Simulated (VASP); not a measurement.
**PbS in VASP 6.6.1, single-point calculation**

INCAR

```
PREC = Accurate
SIGMA = 0.02
ISMEAR = -1
NSW = 0
EDIFF = 1E-7
GGA = PE
NBANDS = 17
NELM = 120
LWAVE = .FALSE.
IBRION = -1
LASPH = .TRUE.
ENCUT = 520
LREAL = .FALSE.
LCHARG = .FALSE.
ISIF = 2
```

KPOINTS

```
KPOINTS created by Atomic Simulation Environment
0
Gamma
8 8 8
0 0 0
```

POSCAR

```
Pb S
 1.0000000000000000
     0.0000000000000000    2.9872326911000000    2.9872326911000000
     2.9722965276000002    0.0000000000000000    2.9872326911000000
     2.9722965276000002    2.9872326911000000    0.0000000000000000
 Pb  S
   1   1
Cartesian
  0.0000000000000000  0.0000000000000000  0.0000000000000000
  2.9722965275999997  2.9872326911000004  2.9872326911000009
```

The recommended PBE PAW datasets give the neutral cell 20 valence electrons.

Command

```
mpirun -np 1 vasp_std
```

OSZICAR

```
N       E                     dE             d eps       ncg     rms          rms(c)
DAV:   1     0.158252380290E+03    0.15825E+03   -0.97118E+03  2014   0.123E+03
DAV:   2     0.272399290143E+01   -0.15553E+03   -0.14972E+03  2175   0.310E+02
DAV:   3    -0.894928998534E+01   -0.11673E+02   -0.11594E+02  2515   0.899E+01
DAV:   4    -0.925135165384E+01   -0.30206E+00   -0.30174E+00  2585   0.158E+01
DAV:   5    -0.926228890202E+01   -0.10937E-01   -0.10936E-01  2945   0.294E+00    0.452E+00
DAV:   6    -0.876060396423E+01    0.50168E+00   -0.14401E+00  3156   0.799E+00    0.317E+00
DAV:   7    -0.876170277330E+01   -0.10988E-02   -0.14575E-01  2413   0.190E+00    0.184E+00
DAV:   8    -0.876546902957E+01   -0.37663E-02   -0.17076E-02  2337   0.139E+00    0.294E-01
DAV:   9    -0.876490678077E+01    0.56225E-03   -0.36999E-03  3154   0.524E-01    0.865E-02
DAV:  10    -0.876510285665E+01   -0.19608E-03   -0.38769E-04  2355   0.114E-01    0.588E-02
DAV:  11    -0.876511043130E+01   -0.75747E-05   -0.62236E-05  2799   0.847E-02    0.163E-02
DAV:  12    -0.876511132425E+01   -0.89295E-06   -0.44054E-06  2613   0.214E-02    0.346E-03
DAV:  13    -0.876511132665E+01   -0.23983E-08   -0.21927E-07  2626   0.451E-03
   1 F= -.87651113E+01 E0= -.87651112E+01  d E =-.182911E-06
```

Standard output (part)

```
POSCAR found type information on POSCAR PbS
 POSCAR found :  2 types and       2 ions
 LDA part: xc-table for (Slater+PW92), standard interpolation
 POSCAR, INCAR and KPOINTS ok, starting setup
 WAVECAR not read
 entering main loop
```

From OUTCAR

```
k-points           NKPTS =     59   k-points in BZ     NKDIM =     59   number of bands    NBANDS=     17

   NELECT =      20.0000    total number of electrons

   dimension x,y,z NGX =    32 NGY =   32 NGZ =   32
   dimension x,y,z NGXF=    64 NGYF=   64 NGZF=   64

  energy-cutoff  :      520.00
  volume of cell :       53.05
      direct lattice vectors                 reciprocal lattice vectors
     0.000000000  2.987232691  2.987232691    -0.168220094  0.167378993  0.167378993
     2.972296528  0.000000000  2.987232691     0.168220094 -0.167378993  0.167378993
     2.972296528  2.987232691  0.000000000     0.168220094  0.167378993 -0.167378993

 k-points in reciprocal lattice and weights: KPOINTS created by Atomic Simulation Env
   0.00000000  0.00000000  0.00000000       0.002
   0.12500000 -0.00000000 -0.00000000       0.016
   0.25000000 -0.00000000 -0.00000000       0.016
   0.37500000 -0.00000000 -0.00000000       0.016
   0.50000000 -0.00000000 -0.00000000       0.008
   0.12500000  0.12500000  0.00000000       0.008
   0.25000000  0.12500000 -0.00000000       0.031
   0.37500000  0.12500000 -0.00000000       0.031
   ...

 E-fermi :   5.7995

 k-point     1 :       0.0000    0.0000    0.0000
  band No.  band energies     occupation
      1     -11.1941      2.00000
      2     -11.1926      2.00000
      3     -11.1926      2.00000
      4     -11.1781      2.00000
      5     -11.1745      2.00000
      6      -7.8435      2.00000
      7      -0.4614      2.00000
      8       3.4871      2.00000
      9       3.5275      2.00000
     10       3.5275      2.00000
     11      10.7311      0.00000
     12      10.7311      0.00000
     13      10.8435      0.00000
     14      12.3678      0.00000
     15      12.3678      0.00000
     16      12.3982      0.00000
     17      14.3114      0.00000

 k-point     2 :       0.1250   -0.0000   -0.0000
  band No.  band energies     occupation
      1     -11.1926      2.00000
      2     -11.1902      2.00000
      3     -11.1900      2.00000
      4     -11.1785      2.00000
      5     -11.1756      2.00000
      6      -7.7140      2.00000
      7      -0.8881      2.00000
      8       3.5427      2.00000
      9       3.5657      2.00000
     10       3.8316      2.00000
     11       9.5719      0.00000
     12       9.9823      0.00000
     13      10.0518      0.00000
     14      12.3191      0.00000
     15      12.7338      0.00000
     16      12.7485      0.00000
     17      15.4697      0.00000

 k-point     3 :       0.2500   -0.0000   -0.0000
  band No.  band energies     occupation
      1     -11.1958      2.00000
      2     -11.1943      2.00000
      3     -11.1909      2.00000
      4     -11.1671      2.00000
      5     -11.1671      2.00000
      6      -7.3549      2.00000
      7      -1.8153      2.00000
      8       3.6639      2.00000
      9       3.6745      2.00000
     10       4.4615      2.00000
     11       7.9657      0.00000
     12       8.8080      0.00000
     13       8.8601      0.00000
     14      12.4920      0.00000
     15      13.5839      0.00000
     16      13.5866      0.00000
     17      17.4212      0.00000

 ...

  Total        0.5195948      0.3173843      0.3173843     -0.0000000      0.0000000     -0.0000000
  in kB       15.6933310      9.5859623      9.5859623     -0.0000000      0.0000000     -0.0000000
  external PRESSURE =      11.6217519 kB  Pullay stress =       0.0000000 kB

 POSITION                                       TOTAL-FORCE (eV/Angst)
 -----------------------------------------------------------------------------------
      0.00000      0.00000      0.00000         0.000000      0.000000     -0.000000
      2.97230      2.98723      2.98723         0.000000     -0.000000      0.000000
 -----------------------------------------------------------------------------------
    total drift:                                0.000000     -0.000000     -0.000000

  FREE ENERGIE OF THE ION-ELECTRON SYSTEM (eV)
  ---------------------------------------------------
  free  energy   TOTEN  =        -8.7651113267 eV

  energy  without entropy=       -8.7651111437  energy(sigma->0) =       -8.76511124
```

It converged. Results: gap between bands v and c on the k mesh 0.42 eV; least direct gap on the k mesh 0.42 eV; pressure 1.2 GPa. Band v is the last that the valence electrons fill when counted band by band, and c is the next.

For comparison, a separate PBE run of the intended cell, on usual settings and not on those above, gives a gap of 0.42 eV on its mesh and a pressure of 1.2 GPa.

The run above took about 26 s on one core of a shared host (Intel Xeon Platinum 8488C) and held 0.19 GiB at most.
